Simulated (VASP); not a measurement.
Mg, 3 atoms in the cell. Symmetry: P6/mmm, No. 191, hexagonal system. Conventional cell: a = 5.160 Å, b = 5.160 Å, c = 3.130 Å, α = 90.00°, β = 90.00°, γ = 120.00°. Mg (site symmetry 6/mmm) is surrounded by 14 Mg at 3.13 to 3.37 Å. Mg (site symmetry -6m2) is surrounded by 11 Mg at 2.98 to 3.37 Å. This isn't the form of Mg at room conditions, which is hcp.

| Property | Result |
| --- | --- |
| Program | VASP 6.6.1 |
| Task | single point |
| Functional | RPBE |
| Potentials or basis | VASP PAW PBE potentials, release 64 (Mg) |
| Cutoff | 520 eV |
| k mesh | 9 × 9 × 13 |
| Occupations | fermi-dirac, width 0.1 eV |
| Spin | no spin polarisation |
| Dipole correction | no |
| Further INCAR settings | ALGO = Normal; EDIFF = 1e-06; NBANDS = 10 |

Potentials or basis: VASP PAW PBE potentials, release 64 (Mg).

The run is started by

```console
$ cat potpaw_PBE.64/Mg/POTCAR > POTCAR
$ mpirun -np 1 vasp_std > vasp.out
```

Hardware: 1 thread of Intel(R) Xeon(R) 6975P-C (Granite Rapids), on a shared host.

Problem. How long does it take, and how much memory?

Solution. Run time: 23 s on 1 thread of Intel(R) Xeon(R) 6975P-C (Granite Rapids), on a shared host, peak memory 0.2 GiB. Counts: scf iterations 10, k points 84.
